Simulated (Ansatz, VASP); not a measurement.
## Ta2N in VASP and in Ansatz

The input INCAR:

```
SYSTEM = Ta2N
  PREC = Accurate
  ENCUT = 520
  EDIFF = 1E-6
  ISMEAR = 0
  SIGMA = 0.1
  LREAL = .False.
  LASPH = .True.
  NELM = 100
  ALGO = Normal
  ISIF = 2
  LWAVE = .False.
  LCHARG = .False.
  GGA = PE
  NBANDS = 20
```

File KPOINTS:

```
Automatic mesh
0
Gamma
  15 15 10
  0 0 0
```

POSCAR

```
Ta2N
1.0
    3.0361605985      0.0000000000      0.0000000000
   -1.5180802992      2.6293922082      0.0000000000
    0.0000000000      0.0000000000      4.8228957328
Ta N
2 1
Direct
    0.6666666667      0.3333333333      0.7377441241
    0.3333333333      0.6666666667      0.2622558759
    0.0000000000      0.0000000000      0.0000000000
```

Input for Ansatz:

```yaml
crystal:
  lattice:
    - [3.0361605985, 0.0, 0.0]
    - [-1.5180802992, 2.6293922082, 0.0]
    - [0.0, 0.0, 4.8228957328]
  atoms:
    - { symbol: Ta, position: [0.6666666667, 0.3333333333, 0.7377441241] }
    - { symbol: Ta, position: [0.3333333333, 0.6666666667, 0.2622558759] }
    - { symbol: "N", position: [0.0, 0.0, 0.0] }
basis:
  ecutwfc: 420
kpoints:
  mp_grid: { grid: [15, 15, 10] }
hamiltonian:
  xc: pbe
scf:
  occupations: { method: gaussian, width: 0.1 }
output:
  forces: true
  stress: true
  eigenvalues: true
```

Alike in both runs: task single point; functional PBE; k mesh 15 × 15 × 10; occupations gaussian, width 0.1 eV; no spin polarisation.

|  | VASP | Ansatz |
| --- | --- | --- |
| version | VASP 6.6.1 | Ansatz 0.2.0 |
| potentials or method | VASP PAW PBE potentials, release 64 (Ta_pv, N) | scalar-relativistic, plane waves, PAW |
| plane-wave cutoff (eV) | 520 | 420 |
| valence electrons in the cell | 27 | 31 |

|  | VASP | Ansatz | Ansatz less VASP |
| --- | --- | --- | --- |
| gap on the k mesh at the Fermi level (eV) | none | none | - |
| pressure (GPa) | 16.3 | 15.8 | -0.56 |
| largest component of the traceless stress (GPa) | 0.87 | 0.92 | +0.045 |
| rms of the force components (eV/Å) | 0.304 | 0.330 | +0.0261 |

Atom by atom the forces differ by 0.026 eV/Å (rms over components). A gap of «none» marks a metal or a gap that the smearing closes. The functional is the same, so the differences come from potentials, cutoffs and numerics. The two sets of potentials don't hold the same shells in valence.

Caveats: so large a pressure means that the cell lies far from this level's equilibrium, or that cutoff or potentials fall short (VASP). Spin-orbit coupling is left out, which matters for the levels of Ta.
